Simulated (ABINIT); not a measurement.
Runs of ABINIT 10.8.3 (patched build) on LiF (Griceite). The structure is cubic, space group Fm-3m (No. 225). Conventional cell: a = 4.028 Å, b = 4.028 Å, c = 4.028 Å, α = 90.00°, β = 90.00°, γ = 90.00°. Around F (site symmetry m-3m) lie 6 Li at 2.01 Å. Li (site symmetry m-3m) has 6 F at 2.01 Å as nearest neighbours. 

```csv
potentials or basis,cutoff (eV),fine-grid cutoff,gap on the mesh (eV),pressure (GPa)
SG15 NC PBE v1.2,1306,-,10.10,-2.0
Ansatz NC r2SCAN,1497,-,10.10,-2.3
JTH PAW PBE v2.0,762,1360.57 eV,10.05,-2.8
PseudoDojo NC SR PBE v0.4.1 standard,1361,-,9.88,(b)
"Ansatz PAW PBE default generated set, frozen core",517,1034.03 eV,(a),-2.2
```

Alike in all rows: task band structure; level r2SCAN; no spin polarisation; cell as given; k mesh 11 × 11 × 11; smearing fermi-dirac 0.05 eV.

Task: Fill in the values left out.

Result: (a) 10.06; (b) -1.7.

Caveats: the potentials were made for another functional, which shifts forces and pressure (some runs); the PAW data sets were made with another functional, which shifts forces and pressure a little (some runs); a meta-GGA on potentials with a model core is unreliable (some runs); the atomic spheres overlap (some runs).

